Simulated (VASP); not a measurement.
Runs of VASP 6.6.1 on NaH. The structure is cubic, space group Fm-3m (No. 225). Conventional cell: a = 4.880 Å, b = 4.880 Å, c = 4.880 Å, α = 90.00°, β = 90.00°, γ = 90.00°. Around Na (site symmetry m-3m) lie 6 H at 2.44 Å. Around H (site symmetry m-3m) lie 6 Na at 2.44 Å. 

| level | potentials or basis | k mesh | cutoff (eV) | mesh quality | gap on the mesh (eV) | pressure (GPa) | relaxed volume (Å³/atom) |
| --- | --- | --- | --- | --- | --- | --- | --- |
| PBE | VASP PAW PBE potentials, release 64 (Na_pv, H_s) | 5 × 5 × 5 | 300 | coarse | (a) | 0.0 | 13.96 |
| PBEsol | VASP PAW PBE potentials, release 64 (Na_pv, H) | 10 × 10 × 10 | 600 | not flagged | 3.62 | 0.0 | - |
| PBE+D3(BJ) | VASP PAW PBE potentials, release 64 (Na_pv, H) | 10 × 10 × 10 | 600 | not flagged | (b) | 0.0 | - |
| r2SCAN | VASP PAW PBE potentials, release 64 (Na_pv, H) | 10 × 10 × 10 | 600 | not flagged | (c) | 0.0 | 13.63 |
| PBE | VASP PAW PBE potentials, release 64 (Na_pv, H) | 10 × 10 × 10 | 600 | not flagged | 3.78 | 0.0 | 14.12 |
| LDA | VASP PAW LDA potentials, release 64 (Na_pv, H) | 10 × 10 × 10 | 600 | not flagged | 3.57 | 0.0 | 12.89 |

Alike in all rows: task relaxation of cell and atoms; no spin polarisation; cell relaxed; smearing gaussian 0.03 eV.

**Question.** Estimate the missing entries.

**Answer.** (a) 4.64; (b) 3.90; (c) 4.45.

Caveats: some runs use coarse meshes; the relaxation stopped at its first step, so nothing moved (some runs); the PAW data sets were made with another functional, which shifts forces and pressure a little (some runs); the cutoff is under 1.25 times the usual one of these potentials, so pressure, stress and relaxed cells hold a basis-set (Pulay) error (some runs); an odd mesh through Γ misses points on the zone boundary, where band edges often lie (some runs); the volume moved by -11 % from the deposited cell, more than functionals usually miss (some runs).
